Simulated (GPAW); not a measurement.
# Te2Pt (Moncheite) (P-3m1) in GPAW: settings compared

Aim: see how the results for Te2Pt (Moncheite) move with the level of theory and the settings. Levels: LDA, PBEsol. Tasks: equation of state.

All numbers are computed with GPAW 26.7.0; they aren't measurements. Logs are shortened: lines on timing, memory, paths and dates and some standing lists are left out, and cuts for length are marked. The log counts tension as positive stress, the text compression.

## Step 1: The structure

It takes space group P-3m1 (No. 164, trigonal). The conventional cell has a = 4.010 Å, b = 4.010 Å, c = 5.201 Å, α = 90.00°, β = 90.00°, γ = 120.00°. Pt (site symmetry -3m) has 6 Te at 2.66 Å as nearest neighbours. Te (site symmetry 3m) is surrounded by 3 Pt at 2.66 Å.

## Step 2: Equation of state, LDA

run.py reads:

```python
from ase import Atoms
from ase.eos import EquationOfState
from ase.io import Trajectory
from ase.units import GPa
from gpaw import GPAW, PW

atoms = Atoms(['Pt', 'Te', 'Te'],
              cell=[[4.01, 0.0, 0.0],
                    [-2.005, 3.4727618692, 0.0],
                    [0.0, 0.0, 5.201]],
              scaled_positions=[[0.0, 0.0, 0.0],
                                [0.6666666667, 0.3333333333, 0.75],
                                [0.3333333333, 0.6666666667, 0.25]],
              pbc=True)

traj = Trajectory('eos.traj', 'w')
volumes, energies = [], []
for x in [0.94, 0.96, 0.98, 1.0, 1.02, 1.04, 1.06]:
    a = atoms.copy()
    a.set_cell(atoms.cell * x**(1 / 3), scale_atoms=True)
    calc = GPAW(mode=PW(600),
                xc='LDA',
                kpts={'size': (6, 6, 4), 'gamma': True},
                occupations={'name': 'fermi-dirac', 'width': 0.05},
                nbands=26,
                convergence={'density': 1e-05, 'energy': 1e-05},
                maxiter=150,
                txt=f'eos-{x:.2f}.txt')
    a.calc = calc
    energies.append(a.get_potential_energy(force_consistent=True))
    volumes.append(a.get_volume())
    p = -a.get_stress()[:3].mean() / GPa
    calc.write(f'eos-{x:.2f}.gpw')
    traj.write(a)
    print(f'{x:.2f} {volumes[-1]:10.4f} A^3 {energies[-1]:14.6f} eV {p:9.3f} GPa', flush=True)

v0, e0, B = EquationOfState(volumes, energies, eos='birchmurnaghan').fit()
print(f'V0 = {v0:.4f} A^3, E0 = {e0:.6f} eV, B0 = {B / GPa:.2f} GPa')
```

Potentials or basis: the program's PAW data sets (release 1.2.1) made for this functional, pw.

Run with:

```sh
$ OMP_NUM_THREADS=1 python run.py
```

Log:

```text
__  _  _
 | _ |_)|_||  |
 |__||  | ||/\| - 26.7.0

Input parameters:
  mode=PW(ecut=600.0),
  convergence={'density': 1e-05, 'energy': 1e-05},
  kpts=MonkhorstPack(size=(6, 6, 4), gamma=True),
  maxiter=150,
  nbands=26,
  occupations=Occupations(name='fermi-dirac', width=0.05),
  xc=XC(name='LDA')

Diagonalizing LCAO Hamiltonian
Converting LCAO to pw mode

             Te

         Te

       Pt

Atoms  # Å, Bohr magnetons
|   | symbol |         x |        y |        z |    initial magnetic moments |
|---|--------|-----------|----------|----------|-----------------------------|
| 0 |     Pt |  0.000000 | 0.000000 | 0.000000 | ( 0.0000,  0.0000,  0.0000) |
| 1 |     Te |  1.964070 | 1.133956 | 3.821121 | ( 0.0000,  0.0000,  0.0000) |
| 2 |     Te | -0.000000 | 2.267913 | 1.273707 | ( 0.0000,  0.0000,  0.0000) |

Unit cell  # Å
| periodic |         x |        y |        z |  lengths |     angles |
|----------|-----------|----------|----------|----------|------------|
|      yes |  3.928140 | 0.000000 | 0.000000 | 3.928140 |  90.000000 |
|      yes | -1.964070 | 3.401869 | 0.000000 | 3.928140 |  90.000000 |
|      yes |  0.000000 | 0.000000 | 5.094827 | 5.094827 | 120.000000 |

Number of symmetries: 12
Symmetry operations  # r_c * U_cc + t_c -> r_c
|    | kind |            matrix            |
|----|------|------------------------------|
|  0 |  σ   |  1, 1, 0,  0,-1, 0,  0, 0, 1 |
|  1 |  S6  |  1, 1, 0, -1, 0, 0,  0, 0,-1 |
|  2 |  E   |  1, 0, 0,  0, 1, 0,  0, 0, 1 |
|  3 |  C2  |  1, 0, 0, -1,-1, 0,  0, 0,-1 |
|  4 |  C2  |  0, 1, 0,  1, 0, 0,  0, 0,-1 |
|  5 |  C3  |  0, 1, 0, -1,-1, 0,  0, 0, 1 |
|  6 |  S6  |  0,-1, 0,  1, 1, 0,  0, 0,-1 |
|  7 |  σ   |  0,-1, 0, -1, 0, 0,  0, 0, 1 |
|  8 |  σ   | -1, 0, 0,  1, 1, 0,  0, 0, 1 |
|  9 |  i   | -1, 0, 0,  0,-1, 0,  0, 0,-1 |
| 10 |  C3  | -1,-1, 0,  1, 0, 0,  0, 0, 1 |
| 11 |  C2  | -1,-1, 0,  0, 1, 0,  0, 0,-1 |

BZ-sampling:
  Number of BZ points: 144
  Number of IBZ points: 24

  Monkhorst-Pack size: [6, 6, 4]
  Monkhorst-Pack shift: [0.08333333333333333, 0.08333333333333333, 0.125]

K-points  # in reciprocal-cell coordinates
|     |                                coordinates |     weight |
|-----|--------------------------------------------|------------|
|   0 | (  0.00000000,   0.00000000,   0.00000000) | 0.00694444 |
|   1 | (  0.00000000,   0.00000000,   0.25000000) | 0.01388889 |
|   2 | (  0.00000000,   0.00000000,   0.50000000) | 0.00694444 |
|   3 | (  0.16666667,   0.00000000,  -0.25000000) | 0.04166667 |
|   4 | (  0.16666667,   0.00000000,   0.00000000) | 0.04166667 |
|   5 | (  0.16666667,   0.00000000,   0.25000000) | 0.04166667 |
|   6 | (  0.16666667,   0.00000000,   0.50000000) | 0.04166667 |
|   7 | (  0.33333333,  -0.16666667,   0.00000000) | 0.04166667 |
|   8 | (  0.33333333,  -0.16666667,   0.25000000) | 0.08333333 |
|   9 | (  0.33333333,  -0.16666667,   0.50000000) | 0.04166667 |
| ... |                                            |            |
|  23 | (  0.50000000,   0.50000000,   0.50000000) | 0.02083333 |

Plane wave coefficients: 2312
Cutoff: 600.0 eV

Spin-components: 1 (collinear spins)
Bands:           26
Projectors:      16
Spin-degeneracy: 2
Datatype:        complex128

Parallelization:
  kpt:    1
  domain: 1
  band:   1

Density:
  Valence electrons: 28.0
  Components: 1
  Grid points: [24 24 30]
  Charge: 0.0  # |e|

Potential:
  Grid points: [24 24 30]

species:
  Pt:
    name:    Platinum
    Z:       78.0
    valence: 16
    core:    62
    charge:  0.0  # [|e|]
    compensation charges:
      type: gauss
      rc: 0.41  # [Å]
      lmax: 2
    cutoffs:
      filter: 2.26  # [Å]
      core: 2.26  # [Å]
    projectors
    | kind |    occ | energy [eV] | rcut [Å] |
    |------|--------|-------------|----------|
    |   6s |  1.000 |      -5.930 |    1.307 |
    |   5p |  6.000 |     -56.318 |    1.371 |
    |   6p |  0.000 |      -0.962 |    1.371 |
    |   5d |  9.000 |      -6.387 |    1.307 |
    |    s |        |      21.281 |    1.307 |
    |    d |        |      20.825 |    1.307 |

    Using partial waves for Pt as LCAO basis

  Te:
    name:    Tellurium
    Z:       52.0
    valence: 6
    core:    46
    charge:  0.0  # [|e|]
    compensation charges:
      type: gauss
      rc: 0.36  # [Å]
      lmax: 2
    cutoffs:
      filter: 2.09  # [Å]
      core: 3.17  # [Å]
    projectors
    | kind |    occ | energy [eV] | rcut [Å] |
    |------|--------|-------------|----------|
    |   5s |  2.000 |     -15.337 |    1.180 |
    |   5p |  4.000 |      -6.113 |    1.196 |
    |    s |        |      11.875 |    1.180 |
    |    p |        |      21.098 |    1.196 |
    |    d |        |       0.000 |    1.238 |

    Using partial waves for Te as LCAO basis

Reference energy: -869371.741155  # eV

eigensolver:
  PPCG
  Converge bands: occupied
  niter=2

density mixing:
  MSR1-Mixer
  Pratt-step length: 0.05
  Maximum mixing coefficient: 0.75
  Old densities: 10
  SVD Regularization: 0.005
  Good broyden scale: 1.0
  Trust region scale: 1.0
  Backstep threshold: 4.0
  History deletion threshold: 6.0
  Fourier metric: weight=20.0, sigma=0.015

occupation numbers:
  Fermi-Dirac:
    width: 0.0500  # eV

poisson solver:
  ecut: 4800.0  # eV

xc functional:
  name: None

convergence criteria:
[... 6 lines left out ...]
|iter     | |      energy | eigst |  dens |
|---------|-|-------------|-------|-------|
|iter:   1| |  -17.453622 | +0.31 |       |
|iter:   2| |  -17.293862 | -1.84 | -1.15 |
|iter:   3| |  -16.864896 | -2.14 | -1.19 |
|iter:   4| |  -16.811748 | -3.30 | -1.60 |
|iter:   5| |  -16.803203 | -3.77 | -2.06 |
|iter:   6| |  -16.802784 | -4.76 | -2.65 |
|iter:   7| |  -16.802755 | -5.47 | -3.14 |
|iter:   8| |  -16.802763c| -6.74 | -3.82 |
|iter:   9| |  -16.802763c| -7.48c| -4.63 |
|iter:  10| |  -16.802764c| -7.74c| -4.95 |
|iter:  11| |  -16.802764c| -8.33c| -6.13c|

Converged in 11 steps
Energy contributions relative to reference atoms: (reference = -869371.741155)

Energy contributions:
  Kinetic:          30.997404
  Coulomb:         -27.903577
  Zero:             -0.539508
  External:          0.000000
  Xc:              -19.353392
  Entropy:          -0.007385
  Spinorbit:         0.000000
  ----------------------------
  Free energy:     -16.806457
  Extrapolated:    -16.802764

dipole moment: (-6.783299, -11.749019, -17.595979)  # |e|*Ang

Fermi level: 9.618
Eigenvalues  # (at kpt = [0.000, 0.000, 0.000])
| band index |      eig [eV] | occ [0-2] |
|------------|---------------|-----------|
|          0 |       -44.441 |     2.000 |
|        ... |               |           |
|          5 |         2.165 |     2.000 |
|          6 |         2.982 |     2.000 |
|          7 |         2.982 |     2.000 |
|          8 |         5.178 |     2.000 |
|          9 |         5.178 |     2.000 |
|         10 |         6.636 |     2.000 |
|         11 |         8.974 |     2.000 |
|         12 |         8.974 |     2.000 |
|         13 |        10.826 |     0.000 |
|         14 |        10.826 |     0.000 |
|         15 |        10.942 |     0.000 |
|         16 |        12.244 |     0.000 |
|         17 |        14.341 |     0.000 |
|         18 |        15.476 |     0.000 |
|         19 |        15.476 |     0.000 |
|         20 |        19.014 |     0.000 |
|        ... |               |           |
|         25 |        19.838 |     0.000 |

No gap
No difference between direct/indirect transitions

Stress tensor  # eV/Ang^3
|         x |         y |         z |
|-----------|-----------|-----------|
| -0.063553 |  0.000000 |  0.000000 |
|  0.000000 | -0.063553 |  0.000000 |
|  0.000000 | -0.000000 | -0.045977 |

# Writing to eos-0.94.gpw (mode='')
```

It took 2.9 min on 1 thread of Arm Neoverse V2, shared host; peak memory 0.24 GiB.

Results:

* Equilibrium volume: 24.33 Å³/atom
* Bulk modulus at fixed shape and positions: 112 GPa
* Pressure derivative of the bulk modulus: 5.0

Energy against volume, from the lowest point:
| volume (Å³/atom) | energy (meV/atom) |
| --- | --- |
| 22.694 | 43.71 |
| 23.177 | 20.57 |
| 23.660 | 6.33 |
| 24.143 | 0.00 |
| 24.626 | 0.68 |
| 25.108 | 7.59 |
| 25.591 | 20.04 |

Caveat: the cell was scaled at fixed shape and fractional positions, which overstates the stiffness of a crystal with free parameters, most of all of layers and chains. Spin-orbit coupling is left out, which matters for the levels of Pt, Te.

## Step 3: Equation of state, PBEsol

Edit run.py of step 2 so:

```diff
@@ -4,3 +4,5 @@
 from ase.units import GPa
-from gpaw import GPAW, PW
+from gpaw import GPAW, PW, setup_paths
+
+setup_paths.insert(0, '.')
 
@@ -21,3 +23,3 @@
     calc = GPAW(mode=PW(600),
-                xc='LDA',
+                xc='PBEsol',
                 kpts={'size': (6, 6, 4), 'gamma': True},
```

Potentials or basis: PAW data sets generated in the run's folder for this functional, pw.

Run with:

```sh
$ gpaw-setup -f PBEsol Pt Te
$ OMP_NUM_THREADS=1 python run.py
```

Wall time 3.1 min (1 thread of Arm Neoverse V2, shared host); peak memory 0.24 GiB.

Results (log left out):

```
Equilibrium volume                        : 24.84 Å³/atom
Bulk modulus at fixed shape and positions : 105 GPa
Pressure derivative of the bulk modulus   : 5.0
```

Energy against volume, from the lowest point:
| volume (Å³/atom) | energy (meV/atom) |
| --- | --- |
| 22.694 | 72.29 |
| 23.177 | 41.33 |
| 23.660 | 19.63 |
| 24.143 | 6.16 |
| 24.626 | 0.00 |
| 25.108 | 0.35 |
| 25.591 | 6.50 |

Caveat: the cell was scaled at fixed shape and fractional positions, which overstates the stiffness of a crystal with free parameters, most of all of layers and chains.
